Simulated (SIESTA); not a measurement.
## TiO2: band structure with vdW-DF

Crystal: TiO2.

```
Ti O
1.0
     6.15358   -1.88347    0.00000
     6.15358    1.88347    0.00000
    -1.92833    0.00000    6.32897
Ti O
4 8
Direct
  0.90007 0.90007 0.28960
  0.19529 0.19529 0.28376
  0.09993 0.09993 0.71040
  0.80471 0.80471 0.71624
  0.36193 0.36193 0.29340
  0.26349 0.26349 0.65250
  0.86719 0.86719 0.99529
  0.73651 0.73651 0.34750
  0.94165 0.94165 0.63002
  0.13281 0.13281 0.00471
  0.63807 0.63807 0.70660
  0.05835 0.05835 0.36998
```

The cell comes from a database or a generator and needn't be the stable form of this composition.

```yaml
Program: SIESTA 5.4.2
Task: band structure
Functional: vdW-DF
Potentials_or_basis: PseudoDojo 0.4 standard (PBE files)
Basis: DZP (energy shift 0.002 Ry)
Grid_cutoff: 800 Ry
Energy_shift: 0.002 Ry
k_mesh: 6 × 6 × 3
Occupations: fermi-dirac, width 0.05 eV
Spin: no spin polarisation
```

| Quantity | Value |
| --- | --- |
| Pressure | 5.5 GPa |
| Largest force | 0.214 eV/Å |
| Band gap on the k mesh | 2.63 eV, indirect (least direct gap 2.75 eV) |
| Band gap along the path | 2.59 eV, indirect (least direct gap 2.74 eV) |
| Hirshfeld charges | Ti +0.57, +0.56; O -0.29, -0.28, -0.27 e |
| Voronoi charges | Ti +0.53; O -0.28, -0.24, -0.26 e |

Forces on the atoms (eV/Å):
```
Ti   0.092  0.000 -0.087
Ti  -0.168  0.000 -0.133
Ti  -0.092  0.000  0.087
Ti   0.168  0.000  0.133
O    0.103  0.000  0.041
O    0.095  0.000 -0.087
O    0.087  0.000  0.000
O   -0.095  0.000  0.087
O   -0.031  0.000  0.010
O   -0.087  0.000  0.000
O   -0.103  0.000 -0.041
O    0.031  0.000 -0.010
```

Stress tensor (GPa, compression positive):
```
5.60 0.00 0.01
0.00 5.39 0.00
0.01 0.00 5.49
```

Levels at the corners of the path, in eV from the valence-band top:
```tsv
point	band 46	band 47	band 48	band 49	band 50	band 51
Γ	-0.76	-0.37	-0.16	2.59	2.93	3.15
Y	-0.65	-0.38	-0.12	2.72	2.77	3.29
F	-0.75	-0.40	-0.22	2.60	2.94	3.14
L	-0.44	-0.21	-0.20	2.86	2.94	3.09
I	-0.40	-0.16	0.00	2.92	3.03	3.22
I1	-0.40	-0.16	0.00	2.92	3.03	3.22
Z	-0.71	-0.57	-0.44	2.71	2.96	3.14
F1	-0.75	-0.40	-0.22	2.60	2.94	3.14
Y	-0.65	-0.38	-0.12	2.72	2.77	3.29
X1	-0.41	-0.32	-0.25	2.91	3.18	3.19
X	-0.41	-0.32	-0.25	2.91	3.18	3.19
Γ	-0.76	-0.37	-0.16	2.59	2.93	3.15
N	-0.53	-0.11	-0.02	2.99	3.04	3.28
M	-0.48	-0.22	-0.14	2.95	3.02	3.42
Γ	-0.76	-0.37	-0.16	2.59	2.93	3.15
```

Wall time 14 min on 1 thread of Arm Neoverse V1 (shared host), peak memory 2.2 GiB.

Caveat: semicore shells carry a single zeta, which can move pressures by several GPa and volumes by a few percent; the potentials were made for another functional, which shifts forces and pressure; the basis of atomic orbitals isn't converged, which shifts pressures, moduli and gaps.
